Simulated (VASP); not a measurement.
In AlRu (CsCl type) the Ru atom of the primitive cell, with all its periodic images, is moved by 0.06 Å along [111].

```
CELL_PARAMETERS angstrom
3.00000 0.00000 0.00000
0.00000 3.00000 0.00000
0.00000 0.00000 3.00000
ATOMIC_POSITIONS crystal
Ru 0.01155 0.01155 0.01155
Al 0.50000 0.50000 0.50000
```

Level of theory: PBE, plane waves, standard recommended PAW potentials in VASP 6.6.1.

Cutoff 312 eV; orbitals from an earlier step on the same cell; potentials Ru_pv Al; PREC = Accurate; k-mesh 4×4×4 Γ-centred; Fermi–Dirac smearing of 0.1 eV; no spin polarisation.

What force results?

The force on it along the displacement is -0.4522 eV/Å, a force constant of 7.54 eV/Å².

```csv
atom,Fx (eV/Å),Fy (eV/Å),Fz (eV/Å)
Ru1,-0.2611,-0.2611,-0.2611
Al2,0.2611,0.2611,0.2611
```

The k-mesh is coarse, so these values belong to this mesh and can lie far from the converged ones.
